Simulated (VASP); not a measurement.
# A VASP 6.6.1 single-point calculation on SiC

INCAR

```
EDIFF = 1E-7
LREAL = .FALSE.
NSW = 0
LWAVE = .FALSE.
SIGMA = 0.02
LCHARG = .FALSE.
ISIF = 2
METAGGA = RSCAN
IBRION = -1
NBANDS = 8
PREC = Accurate
LASPH = .TRUE.
ISMEAR = -1
BMIX = 2
ENCUT = 520
NELM = 91
```

KPOINTS

```
KPOINTS created by Atomic Simulation Environment
0
Gamma
10 10 10
0 0 0
```

POSCAR

```
Si C
 1.0000000000000000
     2.6201228653549338    0.0000000000000000   -0.0000000000000000
     0.0000000000000000    2.6201228653549338    0.0000000000000000
    -0.0000000000000000    0.0000000000000000    2.6201228653549338
 Si  C
   1   1
Cartesian
  0.0000000000000000 -0.0000000000000000 -0.0000000000000000
  1.3100614326774669  1.3100614326774669  1.3100614326774669
```

The recommended PBE PAW datasets give the neutral cell 8 valence electrons.

Command

```
mpirun -np 1 vasp_std
```

OSZICAR

```
N       E                     dE             d eps       ncg     rms          rms(c)
DAV:   1    -0.375982547919E+01   -0.37598E+01   -0.43641E+03   952   0.884E+02
DAV:   2    -0.189817997825E+02   -0.15222E+02   -0.14847E+02  1280   0.969E+01
DAV:   3    -0.191723703702E+02   -0.19057E+00   -0.19030E+00  1056   0.129E+01
DAV:   4    -0.191726852707E+02   -0.31490E-03   -0.31490E-03  1248   0.556E-01
DAV:   5    -0.191726857926E+02   -0.52190E-06   -0.52187E-06  1064   0.131E-02    0.562E+00
DAV:   6    -0.169370459279E+02    0.22356E+01   -0.10489E+00  1072   0.611E+00    0.338E+00
DAV:   7    -0.168875428569E+02    0.49503E-01   -0.31215E-01  1136   0.336E+00    0.115E+00
DAV:   8    -0.168839149359E+02    0.36279E-02   -0.92458E-03   912   0.932E-01    0.253E-01
DAV:   9    -0.168831493479E+02    0.76559E-03   -0.28659E-03   984   0.332E-01    0.255E-01
DAV:  10    -0.168831015155E+02    0.47832E-04   -0.39219E-04  1008   0.143E-01    0.484E-02
DAV:  11    -0.168831020918E+02   -0.57626E-06   -0.19653E-05  1056   0.330E-02    0.423E-03
DAV:  12    -0.168831026151E+02   -0.52328E-06   -0.76830E-07  1024   0.868E-03    0.372E-03
DAV:  13    -0.168831023678E+02    0.24723E-06   -0.51773E-08   552   0.205E-03    0.579E-04
DAV:  14    -0.168831022819E+02    0.85971E-07   -0.22130E-08   544   0.875E-04
   1 F= -.16883102E+02 E0= -.16882180E+02  d E =-.184401E-02
```

Standard output (part)

```
POSCAR found type information on POSCAR SiC
 POSCAR found :  2 types and       2 ions
 LDA part: xc-table for (None), standard interpolation
 POSCAR, INCAR and KPOINTS ok, starting setup
 WAVECAR not read
 entering main loop
```

From OUTCAR

```
k-points           NKPTS =     56   k-points in BZ     NKDIM =     56   number of bands    NBANDS=      8

   NELECT =       8.0000    total number of electrons

   dimension x,y,z NGX =    20 NGY =   20 NGZ =   20
   dimension x,y,z NGXF=    40 NGYF=   40 NGZF=   40

  energy-cutoff  :      520.00
  volume of cell :       17.99
      direct lattice vectors                 reciprocal lattice vectors
     2.620122865  0.000000000  0.000000000     0.381661491  0.000000000  0.000000000
     0.000000000  2.620122865  0.000000000     0.000000000  0.381661491  0.000000000
     0.000000000  0.000000000  2.620122865     0.000000000  0.000000000  0.381661491

 k-points in reciprocal lattice and weights: KPOINTS created by Atomic Simulation Env
   0.00000000  0.00000000  0.00000000       0.001
   0.10000000  0.00000000  0.00000000       0.006
   0.20000000  0.00000000  0.00000000       0.006
   0.30000000  0.00000000  0.00000000       0.006
   0.40000000  0.00000000  0.00000000       0.006
   0.50000000  0.00000000  0.00000000       0.003
   0.10000000  0.10000000  0.00000000       0.012
   0.20000000  0.10000000  0.00000000       0.024
   ...

 E-fermi :  11.4258

 k-point     1 :       0.0000    0.0000    0.0000
  band No.  band energies     occupation
      1      -7.3373      2.00000
      2      10.2622      2.00000
      3      10.2622      2.00000
      4      10.2622      2.00000
      5      13.4763      0.00000
      6      16.7296      0.00000
      7      16.7296      0.00000
      8      25.4948      0.00000

 k-point     2 :       0.1000    0.0000    0.0000
  band No.  band energies     occupation
      1      -7.1314      2.00000
      2       8.4713      2.00000
      3      10.4121      2.00000
      4      10.4121      2.00000
      5      14.0799      0.00000
      6      16.9361      0.00000
      7      18.0984      0.00000
      8      24.9296      0.00000

 k-point     3 :       0.2000    0.0000    0.0000
  band No.  band energies     occupation
      1      -6.5168      2.00000
      2       5.5758      2.00000
      3      10.8417      2.00000
      4      10.8417      2.00000
      5      14.7436      0.00000
      6      17.5445      0.00000
      7      20.1977      0.00000
      8      23.4728      0.00000

 k-point     4 :       0.3000    0.0000    0.0000
  band No.  band energies     occupation
      1      -5.5069      2.00000
      2       2.7674      2.00000
      3      11.4753      0.15483
      4      11.4753      0.15483
      5      15.5141      0.00000
      6      18.5066      0.00000
      7      20.3734      0.00000
      8      21.7127      0.00000

 k-point     5 :       0.4000    0.0000    0.0000
  band No.  band energies     occupation
      1      -4.1534      2.00000
      2       0.2990      2.00000
      3      12.1236      0.00000
      4      12.1236      0.00000
      5      16.4178      0.00000
      6      19.4353      0.00000
      7      19.6471      0.00000
      8      20.2570      0.00000

 k-point     6 :       0.5000    0.0000    0.0000
  band No.  band energies     occupation
      1      -3.0302      2.00000
      2      -1.2003      2.00000
      3      12.4244      0.00000
      4      12.4244      0.00000
      5      17.0245      0.00000
      6      18.7560      0.00000
      7      19.6686      0.00000
      8      19.6686      0.00000

 ...

  Total        0.0138395      0.0138395      0.0138395     -0.0000000     -0.0000000      0.0000000
  in kB        1.2327288      1.2327288      1.2327288     -0.0000000     -0.0000000      0.0000000
  external PRESSURE =       1.2327288 kB  Pullay stress =       0.0000000 kB

 POSITION                                       TOTAL-FORCE (eV/Angst)
 -----------------------------------------------------------------------------------
      0.00000      0.00000      0.00000         0.000000      0.000000      0.000000
      1.31006      1.31006      1.31006         0.000000      0.000000      0.000000
 -----------------------------------------------------------------------------------
    total drift:                                0.000000      0.000000      0.000000

  FREE ENERGIE OF THE ION-ELECTRON SYSTEM (eV)
  ---------------------------------------------------
  free  energy   TOTEN  =       -16.8831022819 eV

  energy  without entropy=      -16.8812582749  energy(sigma->0) =      -16.88218028
```

It converged. Results: gap between bands v and c on the k mesh -3.74 eV (bands overlap: a metal); least direct gap on the k mesh 0.04 eV; pressure 0.1 GPa. Band v is the last that the valence electrons fill when counted band by band, and c is the next.

For comparison, a separate PBE run of the intended cell, on usual settings and not on those above, gives a gap of -3.58 eV on its mesh and a pressure of 4.7 GPa.

The run above took about 12 s on one core of a shared host (Intel Xeon 6975P-C) and held 0.12 GiB at most.
